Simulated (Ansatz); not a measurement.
**In in Ansatz: the effect of target pressure**

Crystal: In.

```
CELL_PARAMETERS angstrom
-1.62547 1.62547 2.47370
1.62547 -1.62547 2.47370
1.62547 1.62547 -2.47370
ATOMIC_POSITIONS crystal
In 0.00000 0.00000 0.00000
```

Alike in all runs:

- Program: Ansatz 0.2.0
- Task: relaxation of cell and atoms
- Functional: PBEsol
- Potentials or basis: Ansatz PAW
- Cutoff: 420 eV (not typed: the program's choice for these potentials)
- k mesh: 11 × 11 × 11
- Occupations: fermi-dirac, width 0.05 eV
- Spin: no spin polarisation

Each run relaxes the cell or the atoms first.

| target pressure | relaxed volume (Å³/atom) |
| --- | --- |
| 0 GPa | 25.54 |
| 2 GPa | 24.47 |
| 5 GPa | 23.39 |
| 10 GPa | 21.97 |
| 20 GPa | ? |
| 30 GPa | 18.79 |

Question: What does the run with target pressure 20 GPa give?

Answer: Relaxed volume 20.07 Å³/atom.

Worked out: In Murnaghan's law V^(-B') rises as a straight line in P. The other rows fit best with B' = 4.2, V0 = 25.48 Å³/atom and B0 = 49 GPa, which gives 20.06 Å³/atom at 20 GPa, against the run's 20.07.

Caveats: the plane-wave basis is chosen anew once the cell has moved, so the energies of steps on either side of that aren't comparable; the PAW data sets come from PBE, with cores solved anew for the run's functional, which leaves a small shift of forces and pressure; the volume moved by over 15 % at a fixed basis, so the end points are rough (some runs).
